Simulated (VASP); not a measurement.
# SnS (Pnma) in VASP: a series of runs, part 2 of 2

VASP 6.6.1. The steps go on from the part before.

### Step 4. Relaxation of cell and atoms, PBE

Contents of INCAR:

```
ALGO = Normal
EDIFF = 1E-6
EDIFFG = -0.01
ENCUT = 600
GGA = PE
IBRION = 2
ISIF = 3
ISMEAR = 0
KPAR = 2
LASPH = True
LCHARG = False
LREAL = False
LWAVE = False
NELM = 80
NSW = 90
PREC = Accurate
SIGMA = 0.03
```

Contents of KPOINTS:

```
k-points
0
Gamma
  4 8 6
```

Contents of POSCAR:

```
SnS
1.0
   11.2000000000      0.0000000000      0.0000000000
    0.0000000000      3.9870000000      0.0000000000
    0.0000000000      0.0000000000      4.3340000000
Sn S
4 4
Direct
    0.1194000000      0.2500000000      0.1198000000
    0.3806000000      0.7500000000      0.6198000000
    0.6194000000      0.2500000000      0.3802000000
    0.8806000000      0.7500000000      0.8802000000
    0.8508000000      0.2500000000      0.4793000000
    0.6492000000      0.7500000000      0.9793000000
    0.3508000000      0.2500000000      0.0207000000
    0.1492000000      0.7500000000      0.5207000000
```

The run is started by

```console
cat potpaw_PBE.64/Sn_d/POTCAR potpaw_PBE.64/S/POTCAR > POTCAR
mpirun -np 2 vasp_std > vasp.out
```

Run time: 37 min. Hardware: 2 MPI ranks of AMD EPYC 7R43 (Zen 3), shared host; peak memory 0.62 GiB.

The run converged. Its results:

- Free energy: -35.4610 eV
- Relaxed volume: 25.59 Å³/atom
- Relaxed cell: a = 11.456 Å, b = 4.028 Å, c = 4.436 Å, α = 90.00°, β = 90.00°, γ = 90.00°
- Space group after relaxing (to 0.05 Å): Pnma (No. 62)
- Energy gained by relaxing: 7.8 meV/atom
- Ionic steps: 14
- Pressure after relaxing: 0.0 GPa
- Largest force after relaxing: 0.010 eV/Å
- Band gap on the k mesh: 1.03 eV, indirect (least direct gap 1.32 eV)

Forces in eV/Å, atoms in the order of the input:
```
Sn  -0.004  0.000  0.009
Sn   0.004  0.000  0.009
Sn  -0.004  0.000 -0.009
Sn   0.004  0.000 -0.009
S   -0.004  0.000 -0.002
S    0.004  0.000 -0.002
S   -0.004  0.000  0.002
S    0.004  0.000  0.002
```

Step by step:
| step | energy change (eV) | largest force (eV/Å) | pressure (GPa) | volume (Å³) |
| --- | --- | --- | --- | --- |
| 1 | 0.0000 | 0.1392 | 2.28 | 193.53 |
| 2 | -0.0413 | 0.2309 | -0.75 | 203.32 |
| 3 | -0.0497 | 0.1269 | 0.08 | 200.38 |
| 4 | -0.0530 | 0.1042 | 0.07 | 200.95 |
| 5 | -0.0590 | 0.0366 | 0.04 | 202.67 |
| 6 | -0.0546 | 0.0962 | 0.03 | 206.14 |
| 7 | -0.0600 | 0.0116 | 0.03 | 203.70 |
| 8 | -0.0613 | 0.0237 | -0.02 | 204.27 |
| 9 | -0.0615 | 0.0332 | -0.06 | 204.62 |
| 10 | -0.0619 | 0.0162 | 0.07 | 204.43 |
| 11 | -0.0620 | 0.0120 | 0.05 | 204.48 |
| 12 | -0.0620 | 0.0163 | -0.07 | 204.91 |
| 13 | -0.0620 | 0.0103 | 0.01 | 204.68 |
| 14 | -0.0620 | 0.0100 | -0.01 | 204.71 |

Final structure:
```
Sn S
1.0
    11.45574    0.00000    0.00000
     0.00000    4.02782    0.00000
     0.00000    0.00000    4.43649
Sn S
4 4
Direct
  0.12211 0.25000 0.12361
  0.37789 0.75000 0.62361
  0.62211 0.25000 0.37639
  0.87789 0.75000 0.87639
  0.85003 0.25000 0.48081
  0.64997 0.75000 0.98081
  0.35003 0.25000 0.01919
  0.14997 0.75000 0.51919
```

Levels at points of the mesh, in eV from the valence-band top:
| k point | band 38 | band 39 | band 40 | band 41 | band 42 | band 43 |
| --- | --- | --- | --- | --- | --- | --- |
| (0.00, 0.00, 0.00) | -1.04 | -0.61 | -0.34 | 1.17 | 3.08 | 3.10 |
| (0.50, 0.00, 0.00) | -1.84 | -0.44 | -0.44 | 2.72 | 2.72 | 2.87 |
| (0.00, 0.50, 0.00) | -0.83 | -0.81 | -0.81 | 1.48 | 1.48 | 1.66 |
| (0.50, 0.50, 0.00) | -0.92 | -0.92 | -0.92 | 1.74 | 1.74 | 1.74 |
| (0.00, 0.00, 0.50) | -0.77 | -0.01 | -0.01 | 1.66 | 1.66 | 2.06 |
| (0.50, 0.00, 0.50) | -0.59 | 0.00 | 0.00 | 1.65 | 1.65 | 2.05 |
| (0.00, 0.50, 0.50) | -2.06 | -1.22 | -1.22 | 2.95 | 2.95 | 3.10 |
| (0.50, 0.50, 0.50) | -1.42 | -1.42 | -1.42 | 2.85 | 2.85 | 2.85 |

Caveat: spin-orbit coupling is left out, which moves the levels of the heavy elements. A k mesh can miss the band edges.

### Step 5. Relaxation of cell and atoms, PBEsol

Contents of INCAR:

```
PREC = Accurate
ENCUT = 600
EDIFF = 1E-6
ISMEAR = 0
SIGMA = 0.03
LREAL = False
LASPH = True
NELM = 80
ALGO = Normal
ISIF = 3
LWAVE = False
LCHARG = False
GGA = PS
IBRION = 2
NSW = 90
EDIFFG = -0.01
KPAR = 4
```

Contents of KPOINTS:

```
regular mesh
0
Gamma
  4 8 6
```

POSCAR is that of step 4.

The run is started by

```console
cat potpaw_PBE.64/Sn_d/POTCAR potpaw_PBE.64/S/POTCAR > POTCAR
mpirun -np 4 vasp_std > vasp.out
```

Run time: 17 min. Hardware: 4 MPI ranks of Intel Xeon Platinum 8488C (Sapphire Rapids), shared host; peak memory 0.67 GiB.

It converged, with:

```yaml
Free_energy: -38.3907 eV
Relaxed_volume: 23.42 Å³/atom
Relaxed_cell: a = 11.083 Å, b = 3.984 Å, c = 4.242 Å, α = 90.00°, β = 90.00°, γ = 90.00°
Space_group_after_relaxing_to_0.05_Å: Pnma (No. 62)
Energy_gained_by_relaxing: 3.3 meV/atom
Ionic_steps: 17
Pressure_after_relaxing: 0.0 GPa
Largest_force_after_relaxing: 0.009 eV/Å
Band_gap_on_the_k_mesh: 0.77 eV, indirect (least direct gap 1.08 eV)
```

Forces on the atoms (eV/Å):
```
Sn  -0.003  0.000 -0.009
Sn   0.003  0.000 -0.009
Sn  -0.003  0.000  0.009
Sn   0.003  0.000  0.009
S    0.001  0.000  0.002
S   -0.001  0.000  0.002
S    0.001  0.000 -0.002
S   -0.001  0.000 -0.002
```

Stress tensor (GPa, compression positive):
```
 0.04  0.00  0.00
 0.00 -0.05  0.00
 0.00  0.00 -0.01
```

The path:
```
step  energy change (eV)  largest force (eV/Å)  pressure (GPa)  volume (Å³)
   1              0.0000                0.0741           -0.79       193.53
   2             -0.0097                0.1417            0.13       190.21
   3             -0.0097                0.1445            0.17       190.10
   4             -0.0166                0.0946            0.11       189.32
   5             -0.0225                0.0337            0.02       187.85
   6             -0.0226                0.0383            0.03       187.65
   7             -0.0247                0.0292           -0.04       187.49
   8             -0.0246                0.0292           -0.03       187.48
   9             -0.0254                0.0155            0.05       187.24
  10             -0.0255                0.0152            0.09       187.09
  11             -0.0257                0.0241           -0.09       187.58
  12             -0.0258                0.0208           -0.02       187.43
  13             -0.0258                0.0204           -0.05       187.45
  14             -0.0259                0.0183           -0.02       187.43
  15             -0.0260                0.0166           -0.01       187.41
  16             -0.0262                0.0091            0.02       187.33
  17             -0.0262                0.0094           -0.01       187.35
```

Final structure:
```cif
data_structure
_symmetry_space_group_name_H-M 'P 1'
_symmetry_Int_Tables_number 1
_cell_length_a 11.0830
_cell_length_b 3.9845
_cell_length_c 4.2425
_cell_angle_alpha 90.000
_cell_angle_beta 90.000
_cell_angle_gamma 90.000
_cell_volume 187.35
loop_
_atom_site_label
_atom_site_type_symbol
_atom_site_fract_x
_atom_site_fract_y
_atom_site_fract_z
_atom_site_occupancy
Sn1 Sn 0.11831 0.25000 0.11342 1
Sn2 Sn 0.38169 0.75000 0.61342 1
Sn3 Sn 0.61831 0.25000 0.38658 1
Sn4 Sn 0.88169 0.75000 0.88658 1
S1 S 0.85349 0.25000 0.47308 1
S2 S 0.64651 0.75000 0.97308 1
S3 S 0.35349 0.25000 0.02692 1
S4 S 0.14651 0.75000 0.52692 1
```

Levels at points of the mesh, in eV from the valence-band top:
| k point | band 37 | band 38 | band 39 | band 40 | band 41 | band 42 | band 43 | band 44 |
| --- | --- | --- | --- | --- | --- | --- | --- | --- |
| (0.00, 0.00, 0.00) | -1.97 | -1.25 | -0.82 | -0.68 | 0.77 | 2.96 | 3.00 | 3.08 |
| (0.50, 0.00, 0.00) | -2.22 | -2.22 | -0.70 | -0.70 | 2.61 | 2.61 | 2.78 | 2.78 |
| (0.00, 0.50, 0.00) | -1.02 | -1.02 | -0.78 | -0.78 | 1.10 | 1.10 | 1.70 | 1.70 |
| (0.50, 0.50, 0.00) | -1.01 | -1.01 | -1.01 | -1.01 | 1.58 | 1.58 | 1.58 | 1.58 |
| (0.00, 0.00, 0.50) | -0.94 | -0.94 | -0.09 | -0.09 | 1.41 | 1.41 | 1.88 | 1.88 |
| (0.50, 0.00, 0.50) | -0.70 | -0.70 | 0.00 | 0.00 | 1.30 | 1.30 | 1.83 | 1.83 |
| (0.00, 0.50, 0.50) | -2.57 | -2.57 | -1.56 | -1.56 | 2.75 | 2.75 | 3.02 | 3.02 |
| (0.50, 0.50, 0.50) | -1.75 | -1.75 | -1.75 | -1.75 | 2.56 | 2.56 | 2.56 | 2.56 |

Caveat: the PAW data sets were made with another functional, which shifts forces and pressure a little; spin-orbit coupling is left out, which moves the levels of the heavy elements. A k mesh can miss the band edges.

### Step 6. Relaxation of cell and atoms, PBEsol

This run uses another cell than the first one, of 23.42 Å³/atom, 0.968 times its volume.

Changes to INCAR since step 5:

```diff
@@ -2,3 +2,3 @@
 ENCUT = 600
-EDIFF = 1E-6
+EDIFF = 1E-7
 ISMEAR = 0
@@ -15,3 +15,3 @@
 NSW = 90
-EDIFFG = -0.01
+EDIFFG = -0.005
 KPAR = 4
```

KPOINTS is that of step 5.

Contents of POSCAR:

```
SnS                                     
1.0
   11.0829686222      0.0000000000      0.0000000000
    0.0000000000      3.9844556773     -0.0000000000
    0.0000000000     -0.0000000000      4.2424905216
  Sn              S             
     4     4
Direct
     0.1183073349902884    0.2500000000000000    0.1134200521399538
     0.3816926650097116    0.7500000000000000    0.6134200521399539
     0.6183073349902882    0.2500000000000000    0.3865799478600461
     0.8816926650097118    0.7500000000000000    0.8865799478600461
     0.8534911880868941    0.2500000000000000    0.4730776844877025
     0.6465088119131059    0.7500000000000000    0.9730776844877024
     0.3534911880868938    0.2500000000000000    0.0269223155122975
     0.1465088119131062    0.7500000000000000    0.5269223155122976
```

Potentials or basis: VASP PAW PBE potentials, release 64 (Sn_d, S).

The run is started by

```console
cat potpaw_PBE.64/Sn_d/POTCAR potpaw_PBE.64/S/POTCAR > POTCAR
mpirun -np 4 vasp_std > vasp.out
```

OUTCAR:

```text
PREC = Accurate
   ENCUT = 600
   EDIFF = 1E-7
   ISMEAR = 0
   LREAL = False
   LASPH = True
   NELM = 80
   ISIF = 3
   GGA = PS
   IBRION = 2
   NSW = 90
   EDIFFG = -0.005

 ion  position               nearest neighbor table
   1  0.118  0.250  0.113-   7 2.63   8 2.67   8 2.67   8 3.20   8 3.20   4 3.43   4 3.43
   2  0.382  0.750  0.613-   8 2.63   7 2.67   7 2.67   7 3.20   7 3.20   3 3.43   3 3.43
   3  0.618  0.250  0.387-   5 2.63   6 2.67   6 2.67   6 3.20   6 3.20   2 3.43   2 3.43
   4  0.882  0.750  0.887-   6 2.63   5 2.67   5 2.67   5 3.20   5 3.20   1 3.43   1 3.43
   5  0.853  0.250  0.473-   3 2.63   4 2.67   4 2.67   4 3.20   4 3.20
   6  0.647  0.750  0.973-   4 2.63   3 2.67   3 2.67   3 3.20   3 3.20
   7  0.353  0.250  0.027-   1 2.63   2 2.67   2 2.67   2 3.20   2 3.20
   8  0.147  0.750  0.527-   2 2.63   1 2.67   1 2.67   1 3.20   1 3.20

  LATTYP: Found a simple orthorhombic cell.
 ALAT       =     3.9844556773
 B/A-ratio  =     1.0647603751
 C/A-ratio  =     2.7815514890

  Lattice vectors:

 A1 = (   0.0000000000,   3.9844556773,   0.0000000000)
 A2 = (   0.0000000000,   0.0000000000,   4.2424905216)
 A3 = (  11.0829686222,   0.0000000000,   0.0000000000)

Analysis of symmetry for initial positions (statically):
=====================================================================
 Subroutine PRICEL returns:
 Original cell was already a primitive cell.

 Routine SETGRP: Setting up the symmetry group for a
 simple orthorhombic supercell.

 Subroutine GETGRP returns: Found  8 space group operations
 (whereof  2 operations were pure point group operations)
 out of a pool of  8 trial point group operations.

The static configuration has the point symmetry S_2 .
 The point group associated with its full space group is D_2h.

Analysis of symmetry for dynamics (positions and initial velocities):
=====================================================================
 Subroutine PRICEL returns:
[... 167 lines left out ...]
  ---------------------------------------------------
  ext. energy  EPLUGINS =         0.00000000
  ---------------------------------------------------
  free energy    TOTEN  =       -38.39014663 eV

  energy without entropy =      -38.39014663  energy(sigma->0) =      -38.39014663

------------------------ aborting loop because EDIFF is reached ----------------------------------------

  FORCE on cell =-STRESS in cart. coord.  units (eV):
  Direction    XX          YY          ZZ          XY          YZ          ZX
  --------------------------------------------------------------------------------------
  -------------------------------------------------------------------------------------
  Total        0.0413832     -0.0639914     -0.0240508      0.0000000      0.0000000      0.0000000
  in kB        0.3539068     -0.5472509     -0.2056811      0.0000000      0.0000000      0.0000000
  external PRESSURE =      -0.1330084 kB  Pullay stress =       0.0000000 kB
[... 107 lines left out ...]
  FREE ENERGIE OF THE ION-ELECTRON SYSTEM (eV)
  ---------------------------------------------------
  free  energy   TOTEN  =       -38.3901948230 eV

  energy  without entropy=      -38.3901948230  energy(sigma->0) =      -38.39019482

[... ionic steps 4 to 11 ...]

--------------------------------------- Ionic step       12  -------------------------------------------

 number of electron      80.0000007 magnetization

------------------------ aborting loop because EDIFF is reached ----------------------------------------
[... 79 lines left out ...]
--------------------------------------- Ionic step       14  -------------------------------------------

 number of electron      80.0000006 magnetization

 Free energy of the ion-electron system (eV)
  ---------------------------------------------------
  ext. energy  EPLUGINS =         0.00000000
  ---------------------------------------------------
  free energy    TOTEN  =       -38.39045678 eV

  energy without entropy =      -38.39045678  energy(sigma->0) =      -38.39045678

 E-fermi :   6.6795     XC(G=0): -10.2085

 val. band max:        6.4988672383   @ k =   0.5000   0.0000   0.5000
 cond. band min:       7.2224056939   @ k =   0.0000   0.0000   0.0000
 fundamental gap:      0.7235384556
 Fermi energy:         6.6795157256

 k-point     1 :       0.0000    0.0000    0.0000
  band No.  band energies     occupation
      1     -14.7247      2.00000
      2     -14.7024      2.00000
      3     -14.7005      2.00000
      4     -14.6930      2.00000
      5     -14.6879      2.00000
      6     -14.6835      2.00000
[... 1213 lines left out ...]
     47      10.1086      0.00000
     48      10.1086      0.00000

 [... further k-points ...]

------------------------ aborting loop because EDIFF is reached ----------------------------------------

  FORCE on cell =-STRESS in cart. coord.  units (eV):
  Direction    XX          YY          ZZ          XY          YZ          ZX
  --------------------------------------------------------------------------------------
  -------------------------------------------------------------------------------------
  Total       -0.0306061     -0.0082431      0.0199840      0.0000000     -0.0000000      0.0000000
  in kB       -0.2619914     -0.0705615      0.1710653      0.0000000     -0.0000000      0.0000000
  external PRESSURE =      -0.0538292 kB  Pullay stress =       0.0000000 kB
[... 23 lines left out ...]
  FREE ENERGIE OF THE ION-ELECTRON SYSTEM (eV)
  ---------------------------------------------------
  free  energy   TOTEN  =       -38.3904567814 eV

  energy  without entropy=      -38.3904567814  energy(sigma->0) =      -38.39045678

 reached required accuracy - stopping structural energy minimisation
```

CONTCAR:

```text
SnS
   1.00000000000000
    11.1022363226753598    0.0000000000000000    0.0000000000000000
     0.0000000000000000    3.9856081180451586   -0.0000000000000003
     0.0000000000000000   -0.0000000000000001    4.2298593716708197
  Sn              S
     4     4
Direct
     0.1185163016469163    0.2500000000000000    0.1099912146110713
     0.3814836983530838    0.7500000000000000    0.6099912146110713
     0.6185163016469164    0.2500000000000000    0.3900087853889287
     0.8814836983530836    0.7500000000000000    0.8900087853889287
     0.8532534778391950    0.2500000000000000    0.4743740039375980
     0.6467465221608050    0.7500000000000000    0.9743740039375977
     0.3532534778391949    0.2500000000000000    0.0256259960624021
     0.1467465221608050    0.7500000000000000    0.5256259960624023

  0.00000000E+00  0.00000000E+00  0.00000000E+00
  0.00000000E+00  0.00000000E+00  0.00000000E+00
  0.00000000E+00  0.00000000E+00  0.00000000E+00
  0.00000000E+00  0.00000000E+00  0.00000000E+00
  0.00000000E+00  0.00000000E+00  0.00000000E+00
  0.00000000E+00  0.00000000E+00  0.00000000E+00
  0.00000000E+00  0.00000000E+00  0.00000000E+00
  0.00000000E+00  0.00000000E+00  0.00000000E+00
```

Wall time 16 min (4 MPI ranks of Intel Xeon Platinum 8488C (Sapphire Rapids), shared host); peak memory 0.66 GiB.

Results:

```yaml
Free_energy: -38.3905 eV
Relaxed_volume: 23.40 Å³/atom
Relaxed_cell: a = 11.102 Å, b = 3.986 Å, c = 4.230 Å, α = 90.00°, β = 90.00°, γ = 90.00°
Space_group_after_relaxing_to_0.05_Å: Pnma (No. 62)
Energy_gained_by_relaxing: 0.0 meV/atom
Ionic_steps: 14
Pressure_after_relaxing: 0.0 GPa
Largest_force_after_relaxing: 0.003 eV/Å
Band_gap_on_the_k_mesh: 0.72 eV, indirect (least direct gap 1.08 eV)
```

Forces in eV/Å, atoms in the order of the input:
```
Sn   0.002  0.000 -0.002
Sn  -0.002  0.000 -0.002
Sn   0.002  0.000  0.002
Sn  -0.002  0.000  0.002
S    0.003  0.000  0.002
S   -0.003  0.000  0.002
S    0.003  0.000 -0.002
S   -0.003  0.000 -0.002
```

The path:
| step | energy change (eV) | largest force (eV/Å) | pressure (GPa) | volume (Å³) |
| --- | --- | --- | --- | --- |
| 1 | 0.0000 | 0.0091 | -0.01 | 187.35 |
| 2 | 0.0000 | 0.0093 | 0.00 | 187.29 |
| 3 | 0.0000 | 0.0102 | 0.01 | 187.23 |
| 4 | 0.0000 | 0.0100 | 0.01 | 187.25 |
| 5 | -0.0001 | 0.0073 | 0.00 | 187.25 |
| 6 | -0.0001 | 0.0058 | -0.02 | 187.26 |
| 7 | -0.0001 | 0.0051 | 0.01 | 187.18 |
| 8 | -0.0001 | 0.0061 | 0.03 | 187.12 |
| 9 | -0.0002 | 0.0060 | 0.03 | 187.12 |
| 10 | -0.0002 | 0.0061 | 0.02 | 187.13 |
| 11 | -0.0003 | 0.0062 | 0.01 | 187.14 |
| 12 | -0.0003 | 0.0071 | -0.01 | 187.18 |
| 13 | -0.0003 | 0.0068 | 0.00 | 187.17 |
| 14 | -0.0003 | 0.0031 | -0.01 | 187.17 |

Final structure:
```xyz
8
Lattice="11.1022 0.0000 0.0000 0.0000 3.9856 0.0000 0.0000 0.0000 4.2299" Properties=species:S:1:pos:R:3 pbc="T T T"
Sn    1.3158    0.9964    0.4652
Sn    4.2353    2.9892    2.5802
Sn    6.8669    0.9964    1.6497
Sn    9.7864    2.9892    3.7646
S     9.4730    0.9964    2.0065
S     7.1803    2.9892    4.1215
S     3.9219    0.9964    0.1084
S     1.6292    2.9892    2.2233
```

Caveat: the PAW data sets were made with another functional, which shifts forces and pressure a little; spin-orbit coupling is left out, which moves the levels of the heavy elements.
